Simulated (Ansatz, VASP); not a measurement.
## MgO (Periclase) in VASP and in Ansatz

```
CELL_PARAMETERS angstrom
0.00000 2.08093 2.08093
2.08093 0.00000 2.08093
2.08093 2.08093 0.00000
ATOMIC_POSITIONS crystal
Mg 0.00000 0.00000 0.00000
O 0.50000 0.50000 0.50000
```

Alike in both runs: task single point; functional r2SCAN; k mesh 8 × 8 × 8; no spin polarisation.

|  | VASP | Ansatz |
| --- | --- | --- |
| version | VASP 6.6.1 | Ansatz 0.2.0 |
| potentials or method | VASP PAW PBE potentials, release 64 (Mg, O) | plane waves, PAW |
| plane-wave cutoff (eV) | 520 | 500 |
| occupations | gaussian, width 0.01 eV | fixed |
| valence electrons in the cell | 8 | 16 |

```csv
,VASP,Ansatz,Ansatz less VASP
gap on the k mesh at the Fermi level (eV),5.98,6.00,+0.025
pressure (GPa),4.3,5.4,+1.16
```

The two sets of potentials don't hold the same shells in valence.

Caveats: the PAW data sets were made with another functional, which shifts forces and pressure a little (VASP). r2SCAN opens gaps a little over a GGA but as a rule still falls short of measured ones.
